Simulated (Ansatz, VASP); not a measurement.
**One calculation of ZnS, two programs**

Contents of INCAR:

```
SYSTEM = ZnS
PREC     = Accurate       ! precision mode
ENCUT    = 520            ! plane-wave cutoff, eV
EDIFF    = 1E-6           ! SCF threshold, eV
ISMEAR   = -1             ! smearing method
SIGMA    = 0.1            ! smearing width, eV
LREAL    = .False.        ! projectors in reciprocal space
LASPH    = .True.         ! aspherical terms in the spheres
NELM     = 60             ! most SCF steps
ALGO     = Normal         ! electronic algorithm
ISIF     = 2              ! what is computed and relaxed
LWAVE    = .False.        ! write WAVECAR
LCHARG   = .True.         ! write CHGCAR
GGA      = PE             ! functional
LELF     = .True.         ! ELF
LVHAR    = .True.       
NBANDS   = 26             ! bands
```

KPOINTS

```
regular mesh
0
Gamma
  11 11 6
  0 0 0
```

POSCAR

```
ZnS
1.0
    3.4363612989      0.0000000000      0.0000000000
   -1.7181806494      2.9759761814      0.0000000000
    0.0000000000      0.0000000000      5.6641938879
Zn S
2 2
Direct
    0.0000000000      0.0000000000      0.0000000000
    0.0000000000      0.0000000000      0.5000000000
    0.3333333333      0.6666666667      0.2500000000
    0.6666666667      0.3333333333      0.7500000000
```

Input for Ansatz:

```yaml
crystal:
  lattice:
    - [3.4363612989, 0.0, 0.0]
    - [-1.7181806494, 2.9759761814, 0.0]
    - [0.0, 0.0, 5.6641938879]
  atoms:
    - { symbol: Zn, position: [0.0, 0.0, 0.0] }
    - { symbol: Zn, position: [0.0, 0.0, 0.5] }
    - { symbol: S, position: [0.3333333333, 0.6666666667, 0.25] }
    - { symbol: S, position: [0.6666666667, 0.3333333333, 0.75] }
kpoints:
  mp_grid: { grid: [11, 11, 6] }
scf:
  occupations: { method: fermi_dirac, width: 0.1 }
hamiltonian:
  xc: pbe
  pseudopotentials: { kind: all_electron, lapw: { basis_error: 0.0005 } }
output:
  forces: true
  stress: true
  eigenvalues: true
  populations: true
```

Alike in both runs: task single point; functional PBE; k mesh 11 × 11 × 6; occupations fermi-dirac, width 0.1 eV; no spin polarisation.

|  | VASP | Ansatz |
| --- | --- | --- |
| version | VASP 6.6.1 | Ansatz 0.2.0 |
| potentials or method | VASP PAW PBE potentials, release 64 (Zn, S) | all-electron LAPW, scalar-relativistic |
| plane-wave cutoff (eV) | 520 | see its input |

```tsv
	VASP	Ansatz	Ansatz less VASP
pressure (GPa)	18.3	18.0	-0.28
```

Ansatz ran all-electron here, so the differences hold the error of VASP's frozen core and of both bases.

Caveats: so large a pressure means that the cell lies far from this level's equilibrium, or that cutoff or potentials fall short (VASP); an odd mesh through Γ misses points on the zone boundary, where band edges often lie.
